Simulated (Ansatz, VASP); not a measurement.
**One calculation of LiF, two programs**

```
Li F
1.0
     3.06094    0.00000    0.00000
    -1.53047    2.65085    0.00000
     0.00000    0.00000    4.80732
Li F
2 2
Direct
  0.33333 0.66667 0.38115
  0.66667 0.33333 0.88115
  0.33333 0.66667 0.00944
  0.66667 0.33333 0.50944
```

Change from the starting cell: all F atoms moved +0.075 Å, as atom 3 along Cartesian [0 0 1].

Alike in both runs: task single point; functional PBEsol; k mesh 9 × 9 × 6; occupations gaussian, width 0.05 eV; no spin polarisation.

|  | VASP | Ansatz |
| --- | --- | --- |
| version | VASP 6.6.1 | Ansatz 0.2.0 |
| potentials or method | VASP PAW PBE potentials, release 64 (Li_sv, F) | scalar-relativistic, plane waves, PAW |
| plane-wave cutoff (eV) | 520 | 420 |
| valence electrons in the cell | 20 | 20 |

```csv
,VASP,Ansatz,Ansatz less VASP
gap on the k mesh at the Fermi level (eV),7.82,7.83,+0.013
least direct gap on the mesh (eV),7.82,7.83,+0.013
rms of the force components (eV/Å),0.186,0.176,-0.0101
```

Atom by atom the forces differ by 0.010 eV/Å (rms over components). With one functional, cell and mesh, what is left measures potentials, basis and numerics.

Caveats: the PAW data sets were made with another functional, which shifts forces and pressure a little (VASP); an odd mesh through Γ misses points on the zone boundary, where band edges often lie.
